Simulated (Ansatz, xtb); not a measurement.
C3H6O2: which of two isomers lies lower

Structure a: `CCC(=O)O`, a singlet. Structure b: `COC(C)=O`, a singlet. Both are isolated molecules in the gas phase, relaxed with B3LYP-D3(BJ)/def2-SVP; the shapes shown needn't be the lowest conformers.

a (Å):

```
atom    x (Å)    y (Å)    z (Å)
   C  -1.1353  -1.2086   1.0282
   C  -0.6145  -0.5466  -0.2498
   C  -0.7302   0.9613  -0.2584
   O  -1.1740   1.6271  -1.1600
   O  -0.2549   1.5146   0.8799
   H  -2.2040  -0.9913   1.1824
   H  -0.5862  -0.8485   1.9099
   H  -1.0189  -2.3014   0.9706
   H   0.4557  -0.7855  -0.3831
   H  -1.1420  -0.9081  -1.1434
   H  -0.3604   2.4766   0.7831
```

b (Å):

```xyz
11

C    -1.0931   -1.4075    1.6073
C    -1.1048    0.3216    0.0103
C    -0.2368    1.1199   -0.9295
O    -0.3746   -0.5893    0.6863
O    -2.2936    0.4551    0.1591
H    -1.8734   -1.9875    1.0911
H    -0.3554   -2.0811    2.0605
H    -1.5769   -0.7941    2.3827
H     0.2528    0.4463   -1.6494
H    -0.8503    1.8571   -1.4603
H     0.5609    1.6260   -0.3646
```

Q: Which of the two would you expect CCSD(T)/def2-SVP + ΔMP2/def2-TZVPP electronic energies to favour?

A: Structure a; the calculation gives E(b) − E(a) = +9.1 kcal/mol.

The same difference at several levels:

| level | geometry | E(b) − E(a) (kcal/mol) | departure from the last row (kcal/mol) | job, with rough time for the two |
| --- | --- | --- | --- | --- |
| GFN2-xTB | GFN2-xTB | +2.1 | −7.0 | optimisation, 0.096 s |
| HF/STO-3G | GFN2-xTB | −1.3 | −10.4 | single point, 0.2 s |
| r2SCAN-D4/def2-SVP | GFN2-xTB | +7.8 | −1.3 | single point, 2.1 s |
| B3LYP-D3(BJ)/def2-SVP | B3LYP-D3(BJ)/def2-SVP | +8.0 | −1.1 | optimisation, 26 s |
| HF/def2-SVP | B3LYP-D3(BJ)/def2-SVP | +7.6 | −1.5 | part of the CCSD(T) run |
| MP2/def2-SVP | B3LYP-D3(BJ)/def2-SVP | +10.6 | +1.5 | part of the CCSD(T) run |
| CCSD(T)/def2-SVP | B3LYP-D3(BJ)/def2-SVP | +9.4 | +0.3 | single point |
| CCSD(T)/def2-SVP + ΔMP2/def2-TZVPP | B3LYP-D3(BJ)/def2-SVP | +9.1 |  | single point, 15 s |

As drawn, b has 1 C–O, 1 C–H in place of 1 C–C, 1 O–H.

HF/STO-3G puts the two in the other order. The largest departure from CCSD(T)/def2-SVP + ΔMP2/def2-TZVPP is that of HF/STO-3G, 10.4 kcal/mol. The last row adds to CCSD(T) the change of the MP2 difference between the two basis sets, here −0.3 kcal/mol.

With harmonic frequencies from B3LYP-D3(BJ)/def2-SVP (ideal gas, rigid rotor, one conformer each, 298.15 K, 1 atm): on the last row, ΔE + ΔZPE = +8.3 kcal/mol. A mode under 50 cm⁻¹ makes harmonic enthalpies and free energies unreliable, so none is given.

The correlated steps freeze 5 core orbitals. Programs: Ansatz 0.2.0, xtb 6.7.1; the last row on 4 threads of Arm Neoverse V1 on a shared host.
